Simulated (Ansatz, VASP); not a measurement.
## One calculation of NaF, two programs

INCAR

```
ALGO = Normal
EDIFF = 1E-7
ENCUT = 520
GGA = PE
ISIF = 2
ISMEAR = -1
LASPH = True
LCHARG = True
LELF = True
LREAL = False
LVHAR = True
LWAVE = False
NBANDS = 14
NELM = 100
PREC = Accurate
SIGMA = 0.02
```

KPOINTS

```
k-points
0
Gamma
  10 10 10
```

Contents of POSCAR:

```
NaF
1.0
    0.0000000000      2.3201397690      2.2887504653
    2.3201397690      0.0000000000      2.2887504653
    2.3201397690      2.3201397690      0.0000000000
Na F
1 1
Direct
    0.0000000000      0.0000000000      0.0000000000
    0.5000000000      0.5000000000      0.5000000000
```

Input for Ansatz:

```yaml
crystal:
  lattice:
    - [0.0, 2.320139769, 2.2887504653]
    - [2.320139769, 0.0, 2.2887504653]
    - [2.320139769, 2.320139769, 0.0]
  atoms:
    - { symbol: Na, position: [0.0, 0.0, 0.0] }
    - { symbol: F, position: [0.5, 0.5, 0.5] }
kpoints:
  mp_grid: { grid: [10, 10, 10] }
  band_path:
    path:
      - [0.0, 0.0, 0.0]
      - [0.5, 0.0, 0.5]
      - [0.625, 0.25, 0.625]
      - [0.375, 0.375, 0.75]
      - [0.5, 0.5, 0.5]
      - [0.5, 0.25, 0.75]
    npoints: 1
hamiltonian:
  xc: pbe
scf:
  occupations: { method: fermi_dirac, width: 0.02 }
  n_extra_bands: 4
output:
  forces: true
  stress: true
  eigenvalues: true
```

Change from the starting cell: epitaxial_xy strain +1.0%.

Alike in both runs: task single point; functional PBE; k mesh 10 × 10 × 10; occupations fermi-dirac, width 0.02 eV; no spin polarisation.

|  | VASP | Ansatz |
| --- | --- | --- |
| version | VASP 6.6.1 | Ansatz 0.2.0 |
| potentials or method | VASP PAW PBE potentials, release 64 (Na_pv, F) | plane waves, PAW |
| plane-wave cutoff (eV) | 520 | 420 |
| valence electrons in the cell | 14 | 16 |

|  | VASP | Ansatz | Ansatz less VASP |
| --- | --- | --- | --- |
| gap on the k mesh at the Fermi level (eV) | 6.35 | 6.37 | +0.016 |
| pressure (GPa) | 2.6 | 2.7 | +0.11 |
| largest component of the traceless stress (GPa) | 0.87 | 0.85 | -0.028 |

The two sets of potentials don't hold the same shells in valence.

A k mesh can miss the band edges.
